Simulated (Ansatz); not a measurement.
CoO, 2 atoms in the cell. Symmetry: P-6m2, No. 187, hexagonal system. Conventional cell: a = 2.828 Å, b = 2.828 Å, c = 2.722 Å, α = 90.00°, β = 90.00°, γ = 120.00°. Co (site symmetry -6m2) is surrounded by 6 O at 2.13 Å. Around O (site symmetry -6m2) lie 6 Co at 2.13 Å. The cell was built by a generator and needn't be a form met in nature.

* Program: Ansatz 0.2.0
* Task: relaxation of the atoms
* Functional: PBE
* Potentials or basis: Ansatz PAW
* Cutoff: 420 eV (not typed: the program's choice for these potentials)
* k mesh: 8 × 8 × 7
* Occupations: fermi-dirac, width 0.05 eV
* Spin: collinear spin, ferromagnetic start
* Starting moments: [2.0, 0.0] μB

Potentials or basis: Ansatz PAW.

Launch:

```bash
$ ansatz run input.yaml --threads 2 --pin off --max-ram 5632MiB --backend cpu --events-out ev --progress --plain --runs-dir out
```

Hardware: 2 threads of Arm Neoverse V2, on a shared host.

How long does it take, and how much memory?

Wall time 2.9 s on 2 threads of Arm Neoverse V2, on a shared host, peak memory 0.29 GiB. Counts: scf iterations 13, plane waves 381, k points 40, bands 17, ion steps 1.
